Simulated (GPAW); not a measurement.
A run of GPAW 26.7.0:

The input run.py:

```python
from ase import Atoms
from ase.filters import FrechetCellFilter
from ase.io import write
from ase.optimize import BFGS
from ase.units import GPa
from gpaw import GPAW, PW, setup_paths

setup_paths.insert(0, '.')

atoms = Atoms(['Pb', 'Pb'],
              cell=[[0.0, 3.4390000555, 3.4390000555],
                    [3.4390000555, 0.0, 3.4390000555],
                    [3.4390000555, 3.4390000555, 0.0]],
              scaled_positions=[[0.25, 0.25, 0.25],
                                [0.0, 0.0, 0.0]],
              pbc=True)

calc = GPAW(mode=PW(600),
            xc='PBEsol',
            kpts={'size': (7, 7, 7), 'gamma': True},
            occupations={'name': 'fermi-dirac', 'width': 0.05},
            nbands=24,
            convergence={'density': 1e-05, 'forces': 0.0001},
            maxiter=150,
            txt='gpaw.txt')
atoms.calc = calc
opt = BFGS(FrechetCellFilter(atoms, scalar_pressure=30 * GPa), trajectory='relax.traj', logfile='-')
done = opt.run(fmax=0.02, steps=60)
calc.write('gs.gpw')
write('result.traj', atoms)
print('Converged:', done)
print('Cell:', atoms.cell.cellpar().round(4))
print('Volume:', round(atoms.get_volume(), 4))
print(atoms.get_scaled_positions().round(5))
```

Potentials or basis: PAW data sets generated in the run's folder for this functional, pw.

The run is started by

```console
$ gpaw-setup -f PBEsol Pb
$ OMP_NUM_THREADS=1 python run.py
```

Hardware: 1 thread of Intel(R) Xeon(R) Processor @ 2.50GHz (Skylake/Cascade Lake), with other jobs on the host.

Task: Estimate the wall time of this run.

Result: Run time: 3.3 min on 1 thread of Intel(R) Xeon(R) Processor @ 2.50GHz (Skylake/Cascade Lake) (shared host), peak memory 0.24 GiB. Counts: scf iterations 51, plane waves 2734, bands 24, k points 20, ion steps 5.
